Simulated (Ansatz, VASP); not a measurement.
# BC63 (substitutional B in diamond): VASP beside Ansatz

One calculation is typed for both programs; each brings its own data sets. How far apart do they land? The cell is taken from a series of runs on this material, whose earlier steps may have relaxed, scaled, displaced or heated it; both programs get it as it stands.

Method: plane waves, with VASP 6.6.1 beside it; single point at PBE0, in Ansatz 0.2.0.

In doubt: the hybrid run may have settled on a false gap or state, so the values of those runs are not to be relied on; a hybrid run on one k-point, which bears on gaps, levels and energies.

## 1. The structure

The cell holds 64 atoms: 63 C and 1 B. Its edges and angles: a = 7.143 Å, b = 7.143 Å, c = 7.143 Å, α = 90.0°, β = 90.0°, γ = 90.0°. It derives from C (C (Fd-3m)). Nearest the centre at fractional (0.375, 0.375, 0.375): B64 at 0.02 Å, C4 at 1.58 Å, C41 at 1.59 Å, C26 at 1.59 Å, C48 at 1.60 Å, C37 at 2.52 Å, C22 at 2.52 Å, C52 at 2.53 Å.

## 2. Ansatz: single point, PBE0

Ansatz runs on its default PAW (the set named soft_2) files.

With cell and atoms fixed, the geometry can't cause a difference; cores, projectors, grids and the points listed under the comparison can.

The input, input.yaml:

```yaml
crystal:
  lattice:
    - [7.14316351, 0.0, 0.0]
    - [0.0, 7.14316351, 0.0]
    - [0.0, 0.0, 7.14316351]
  atoms:
    - { symbol: C, position: [-0.000326652, -6.8776e-05, 0.250633691] }
    - { symbol: C, position: [-0.000423372, 0.250679042, -0.000158777] }
    - { symbol: C, position: [0.250425315, -0.000187224, -0.000162548] }
    - { symbol: C, position: [0.247330577, 0.24762262, 0.246965568] }
    - { symbol: C, position: [0.123964767, 0.124213811, 0.374538116] }
    - { symbol: C, position: [0.123860594, 0.373708074, 0.124680554] }
    - { symbol: C, position: [0.37348034, 0.12408771, 0.124655404] }
    - { symbol: B, position: [0.373296707, 0.373476526, 0.375857217] }
    - { symbol: C, position: [0.000347767, 0.000624311, 0.750319915] }
    - { symbol: C, position: [0.000557342, 0.250564963, 0.500223124] }
    - { symbol: C, position: [0.250293278, 0.000830911, 0.500224958] }
    - { symbol: C, position: [0.250301112, 0.250552808, 0.750186861] }
    - { symbol: C, position: [0.124765243, 0.124989304, 0.875304736] }
    - { symbol: C, position: [0.124287388, 0.37564408, 0.625966404] }
    - { symbol: C, position: [0.375408935, 0.124518243, 0.625968368] }
    - { symbol: C, position: [0.374770919, 0.375004449, 0.875524222] }
    - { symbol: C, position: [0.000458077, 0.500096678, 0.250700088] }
    - { symbol: C, position: [0.000334401, 0.750332248, 0.000611426] }
    - { symbol: C, position: [0.25020229, 0.500073305, 0.000696645] }
    - { symbol: C, position: [0.250200477, 0.750318634, 0.25070277] }
    - { symbol: C, position: [0.124177413, 0.62549357, 0.376455896] }
    - { symbol: C, position: [0.124791477, 0.87482766, 0.125545508] }
    - { symbol: C, position: [0.375253416, 0.625080659, 0.125414749] }
    - { symbol: C, position: [0.374762436, 0.875017753, 0.375517026] }
    - { symbol: C, position: [-0.000324929, 0.500402005, 0.751009449] }
    - { symbol: C, position: [-0.000452628, 0.75110483, 0.500378358] }
    - { symbol: C, position: [0.247303266, 0.504532507, 0.503881511] }
    - { symbol: C, position: [0.250375345, 0.751199296, 0.751228348] }
    - { symbol: C, position: [0.124849755, 0.624894936, 0.875645101] }
    - { symbol: C, position: [0.124824302, 0.875154485, 0.62543647] }
    - { symbol: C, position: [0.373606036, 0.625616263, 0.626188836] }
    - { symbol: C, position: [0.374465749, 0.874949186, 0.875520101] }
    - { symbol: C, position: [0.499832624, 0.000712578, 0.250669097] }
    - { symbol: C, position: [0.499822201, 0.250434037, 0.000673663] }
    - { symbol: C, position: [0.750061811, 0.000594024, 0.000589764] }
    - { symbol: C, position: [0.750054112, 0.25045929, 0.250690617] }
    - { symbol: C, position: [0.625250494, 0.124408069, 0.376421821] }
    - { symbol: C, position: [0.624832755, 0.375463515, 0.125405783] }
    - { symbol: C, position: [0.874590208, 0.12501762, 0.125535747] }
    - { symbol: C, position: [0.874758298, 0.375015069, 0.375522197] }
    - { symbol: C, position: [0.500120365, -6.6049e-05, 0.750979484] }
    - { symbol: C, position: [0.50420025, 0.247620162, 0.503845808] }
    - { symbol: C, position: [0.750808277, -0.000165149, 0.500338624] }
    - { symbol: C, position: [0.750918502, 0.250655572, 0.75119403] }
    - { symbol: C, position: [0.624653168, 0.125073022, 0.875601719] }
    - { symbol: C, position: [0.625363981, 0.373849721, 0.626184984] }
    - { symbol: C, position: [0.874897932, 0.125064902, 0.625410008] }
    - { symbol: C, position: [0.874718927, 0.374681568, 0.875526697] }
    - { symbol: C, position: [0.504296605, 0.504591411, 0.246826916] }
    - { symbol: C, position: [0.500210469, 0.75108407, -0.000180147] }
    - { symbol: C, position: [0.750836099, 0.500461779, -0.000167881] }
    - { symbol: C, position: [0.750912196, 0.751178932, 0.250516384] }
    - { symbol: C, position: [0.624945189, 0.625210438, 0.374828645] }
    - { symbol: C, position: [0.624575181, 0.875037435, 0.125652722] }
    - { symbol: C, position: [0.874805967, 0.62481226, 0.125676554] }
    - { symbol: C, position: [0.874715756, 0.874965721, 0.375513715] }
    - { symbol: C, position: [0.499909885, 0.500177597, 0.750372613] }
    - { symbol: C, position: [0.49988469, 0.750398833, 0.500394884] }
    - { symbol: C, position: [0.750106791, 0.500157768, 0.500398095] }
    - { symbol: C, position: [0.750052874, 0.750333451, 0.750331985] }
    - { symbol: C, position: [0.62456421, 0.624796628, 0.875476944] }
    - { symbol: C, position: [0.624628328, 0.874904214, 0.625382128] }
    - { symbol: C, position: [0.874652069, 0.624878644, 0.625400927] }
    - { symbol: C, position: [0.874691435, 0.874923857, 0.875479637] }
  host:
    repeats: [2, 2, 2]
    atoms:
      - { symbol: C, position: [0.0, 0.0, 0.5] }
      - { symbol: C, position: [0.0, 0.5, 0.0] }
      # ... 6 more atoms of the perfect host
basis:
  ecutwfc: 420
  xc_grid: 2
hamiltonian:
  xc: pbe0
kpoints:
  mp_grid: { grid: [1, 1, 1] }
magnetization:
  spin_polarized: true
  initial_magnetization: 1
  spin_locking: { lock_magnetization: hard }
scf:
  occupations: { method: fermi_dirac, width: 0.01 }
  max_iter: 120
output:
  forces: true
  charged_corrections:
    epsilon: 5.85
    static_epsilon: 5.85
    defect_position: [0.375, 0.375, 0.375]
  eigenvalues: true
checkpoint:
  read: "../relax0.run"
  write: "../point0.run"
  compress: false
  write_wavefunctions: true
  write_every: 100000
```

The run is started by

```sh
$ ansatz run input.yaml --threads 2 --pin off --max-ram 3768MiB --backend cpu --events-out ev --progress --plain --runs-dir out
```

Numbers of over 12 decimals in the logs are rounded to 6 here.

Log:

```text
Warning: checkpoint.read: hamiltonian.xc differs: saved pbe, current pbe0; the SCF iterates under this deck's functional from the saved state
Engine: ansatz 0.2.0, x86_64-unknown-linux-gnu
Pseudopotentials: kind: paw
Pseudopotential: C, paw, valence charge 4, recommended cutoff 420 eV (normal), C.paw.azcp
Pseudopotential: B, paw, valence charge 3, recommended cutoff 420 eV (normal), B.paw.azcp
Functional definition: PBE0
  parameter a = 0.25
  parameter kappa = 0.804
  parameter beta = 0.066725
  exchange = (1 - a)*pbe_x(kappa = kappa, mu = beta*pi^2/3) + a*exact_x
  correlation = pbe_c(beta = beta)
Crystal: 64 atoms, lattice volume = 364.478 Å³
Basis set: ecut = 420 eV, 7123 PW (Γ), exchange–correlation on 96×96×96 points (8 copies of the dense FFT grid, shifted against one another)
Bands: 192, of which v1, the nominal top of the filled ones, is band 128 counted from 1 (127 counted from 0)
Symmetry: 1 space group operations
Space group: P1 (ITA 1), of the structure as read, at distance tolerance 7.1e-5 Å
Magnetic group: BNS 1.1 (UNI 1), of the structure as read, at distance tolerance 7.1e-5 Å
k-points: 1
Non-local potential: C, projectors of the file, l = 0: 2, l = 1: 2, l = 2: 1
Non-local potential: B, projectors of the file, l = 0: 2, l = 1: 2, l = 2: 1
PAW form: soft (Blöchl's): semilocal exchange-correlation on the pseudo side does not see the compensation charge
PAW frozen core: C, regenerated for the run's functional, and the local potential with it (the file was generated under x = pbe(κ = 0.804, μ = 0.219515), c = pbe(β = 0.066725))
PAW frozen core: B, regenerated for the run's functional, and the local potential with it (the file was generated under x = pbe(κ = 0.804, μ = 0.219515), c = pbe(β = 0.066725))
PAW one-centre angular grid: C, 110 points (default); XC on 64 Gauss nodes
PAW one-centre angular grid: B, 110 points (default); XC on 64 Gauss nodes
Initial density: read from a saved state, or passed on in memory by an earlier SCF of this step, an earlier step, the calling program or the single point that the run made first
Starting moments: Σ|m| = 1 μB on 64 of 64 sites; this step starts from the density that it was given
Initial wavefunctions: pseudopotential atomic-orbital guess
Functional: x = pbe(κ = 0.804, μ = 0.219515), c = pbe(β = 0.066725), warm-up for x = 0.75 pbe(κ = 0.804, μ = 0.219515) + 0.25 exact, c = pbe(β = 0.066725)
iter 1 solved again at ethr=2.68e-5 eV; its pass at ethr=1.00e-1 eV (dr2=6.84e-2 eV) is discarded
SCF iter   1: F=—  HF=-15950.165457 eV  |F-HF|=—  |Δ(HF+E_count)|=         —  Δρ=3.12e-3 (↑1.95e-3 ↓3.12e-3)  dr2=6.55e-2  dr2_m=5.37e-3  M=1.000 μB ∫|m|=1.042 μB  β_m=0.30  ethr=2.68e-5  ⟨swp⟩=14.0  Hψ=2989  notcnv=0
preconditioner: auto → none  [insulator: Δε(μ)=0.134 eV  Ē_g=17.055 eV  σ=0.010 eV  W_gap=1.00  n_scr=92 (ndim 8)  ℏωp=31.1 eV  f_vac=0.000  D(μ)=0.24/eV (n_scr^D=0)]
SCF iter   2: F=—  HF=-15950.152060 eV  |F-HF|=—  |Δ(HF+E_count)|=   1.34e-2  Δρ=2.01e-3 (↑1.30e-3 ↓2.01e-3)  dr2=1.90e-2  dr2_m=2.74e-3  M=1.000 μB ∫|m|=1.047 μB  β_m=0.41  ethr=2.57e-5  ⟨swp⟩=7.5  Hψ=1021  notcnv=0
SCF iter   3: F=—  HF=-15950.149611 eV  |F-HF|=—  |Δ(HF+E_count)|=   2.45e-3  Δρ=9.39e-4 (↑5.27e-4 ↓9.39e-4)  dr2=7.97e-3  dr2_m=7.99e-4  M=1.000 μB ∫|m|=1.054 μB  β_m=0.39  ethr=7.47e-6  ⟨swp⟩=6.5  Hψ=1095  notcnv=0
iter 4 solved again at ethr=8.81e-8 eV; its pass at ethr=3.13e-6 eV (dr2=2.25e-4 eV) is discarded
SCF iter   4: F=—  HF=-15950.148466 eV  |F-HF|=—  |Δ(HF+E_count)|=   1.14e-3  Δρ=2.98e-4 (↑1.96e-4 ↓2.98e-4)  dr2=2.23e-4  dr2_m=1.45e-4  M=1.000 μB ∫|m|=1.060 μB  β_m=0.40  ethr=8.81e-8  ⟨swp⟩=2.0  Hψ=1726  notcnv=0
SCF iter   5: F=—  HF=-15950.148559 eV  |F-HF|=—  |Δ(HF+E_count)|=   9.25e-5  Δρ=1.54e-4 (↑1.16e-4 ↓1.54e-4)  dr2=3.44e-5  dr2_m=4.66e-5  M=1.000 μB ∫|m|=1.063 μB  β_m=0.52  ethr=8.75e-8  ⟨swp⟩=3.0  Hψ=726  notcnv=0
SCF iter   6: F=—  HF=-15950.148611 eV  |F-HF|=—  |Δ(HF+E_count)|=   5.24e-5  Δρ=4.77e-5 (↑4.30e-5 ↓4.77e-5)  dr2=2.53e-5  dr2_m=5.03e-6  M=1.000 μB ∫|m|=1.065 μB  β_m=0.47  ethr=1.35e-8  ⟨swp⟩=4.0  Hψ=903  notcnv=0
SCF iter   7: F=—  HF=-15950.148612 eV  |F-HF|=—  |Δ(HF+E_count)|=   3.73e-7  Δρ=1.69e-5 (↑1.69e-5 ↓1.41e-5)  dr2=2.85e-6  dr2_m=5.87e-7  M=1.000 μB ∫|m|=1.066 μB  β_m=0.42  ethr=9.91e-9  ⟨swp⟩=4.0  Hψ=734  notcnv=0
SCF iter   8: F=-15950.148612 eV  HF=-15950.148612 eV  |F-HF|=1.37e-7  |Δ(HF+E_count)|=   1.43e-8  Δρ=9.41e-6 (↑9.41e-6 ↓6.40e-6)  dr2=1.02e-7  dr2_m=1.53e-7  M=1.000 μB ∫|m|=1.066 μB  ethr=1.12e-9  ⟨swp⟩=3.0  Hψ=726  notcnv=0
SCF 1 stopped early in 8 iterations: F = -15950.148612 eV  dr2 = 1.02e-7
  greatest PAW one-centre occupation: 0.648 electrons in one spin orbital (limit 2), on the C atom at site 48 (counted from 0), in its partial waves of l = 0
[...]
Free energy (F): -15958.362978 eV
Frozen-core exchange: fock
Harris-Foulkes:  -15958.362978 eV  (|F-HF|=8.00e-11)
Internal energy: -15958.362978 eV  (E = F + TS)
E sigma→0 (E₀):  -15958.362978 eV
Fermi energy:    13.063749 (↑ 15.494475, ↓ 13.052293) eV
--- Per-component energies (eV) ---
  E_band       = 622.156365
  E_kinetic    = 5866.218320
  E_local      = -3870.783608  (includes V_loc(G=0)·N_el)
  E_nonlocal   = 1655.447917
  E_hartree    = 856.650601
  E_xc         = -2406.757496
  E_vxc        = -2982.715146  (∫ρ·V_xc dr)
  E_exx        = -687.857425  (= α·E_x^exact, valence–valence)
  E_paw        = -6340.089931  (= ΣΔE_a)
  E_vpaw       = -383.598365  (= ΣTr[D̂ρ^β])
  E_aug_tail   = 0.000557  (compensation charges beyond the density's cutoff)
  E_ewald      = -11030.095855
  E_core_change = -1.096058  (= ΣΔE_core)
  E_smearing   = -0.000000  (= −TS)
  E_closure    = -0.000000  (closes the sum)
  Σ components = -15958.362978   (vs F -15958.362978, Δ=-1.82e-12)
--- Forces (eV/Å), atoms counted from 1 ---
  atom   1  C      0.17131688     0.17946324    -0.20316723
  atom   2  C      0.13550653     0.17207908    -0.21834508
  atom   3  C      0.16740337     0.14774594    -0.21741791
  atom   4  C      0.07503393     0.07103762    -0.39014572
  atom   5  C     -0.18070717    -0.18828606     0.18855211
  atom   6  C     -0.14700549    -0.19953111     0.22333935
  atom   7  C     -0.20050286    -0.15425277     0.22544764
  atom   8  B     -0.15696758    -0.15763737     0.53979378
  atom   9  C      0.12695676     0.13121610    -0.20546731
  atom  10  C      0.14113070     0.14350366    -0.17906872
  atom  11  C      0.13787345     0.14732466    -0.17968955
  atom  12  C      0.14164238     0.15023236    -0.23584022
  atom  13  C     -0.14092850    -0.14364838     0.19746854
  atom  14  C     -0.22115093    -0.13261447     0.28916675
  atom  15  C     -0.11900209    -0.23069450     0.29109264
  atom  16  C     -0.12964541    -0.13416336     0.19821996
  atom  17  C      0.11950941     0.13086061    -0.19633927
  atom  18  C      0.12148381     0.13091367    -0.20049344
  atom  19  C      0.13369965     0.14705452    -0.20938752
  atom  20  C      0.14228298     0.14575884    -0.19427150
  atom  21  C     -0.22642945    -0.07085308     0.41510351
  atom  22  C     -0.14157860    -0.16060918     0.18839788
  atom  23  C     -0.07338644    -0.17783788     0.23898925
  atom  24  C     -0.12891630    -0.14006425     0.16145281
[...]
atom  57  C      0.12955648     0.13278368    -0.22272179
  atom  58  C      0.14022533     0.14147655    -0.17478706
  atom  59  C      0.13711505     0.14549891    -0.17505606
  atom  60  C      0.12893702     0.13090370    -0.19343587
  atom  61  C     -0.12213873    -0.12779955     0.19060675
  atom  62  C     -0.11712502    -0.17532880     0.21618350
  atom  63  C     -0.16831301    -0.12368756     0.21456348
  atom  64  C     -0.11622074    -0.11852667     0.19497312
  max |Σ_I F_I| component: 1.53e-5 eV/Å
--- Band table (eV) ---
  k-point 0 ↑: bands = [... 124 lower, 10.1412, 12.2300, 12.3398, 12.3807, 18.6136, 18.6168, 18.6577, 18.6805, ... 60 higher]
  k-point 0 ↓: bands = [... 124 lower, 10.4324, 12.2424, 12.3591, 13.7455, 18.6310, 18.6339, 18.6799, 18.6947, ... 60 higher]
```

Reading the cycles: dr2 is the Hartree energy of the density residual (eV), the measure of convergence; HF is the Harris–Foulkes estimate of the energy, which meets the free energy F at convergence.

[end of part 1 of 2]

[Lines on the potential files, build, host, timing and source positions are cut from VASP's logs without a mark.]

[Logs are printed without paths, hosts, clocks, repeated set-up lines and the standing remarks that a program may print on its own settings, such as how far it seeks lower states.]

[Hosts, paths, dates, database ids (printed as entryN), source tags and the programs' standing remarks are cut or masked in the printed files.]
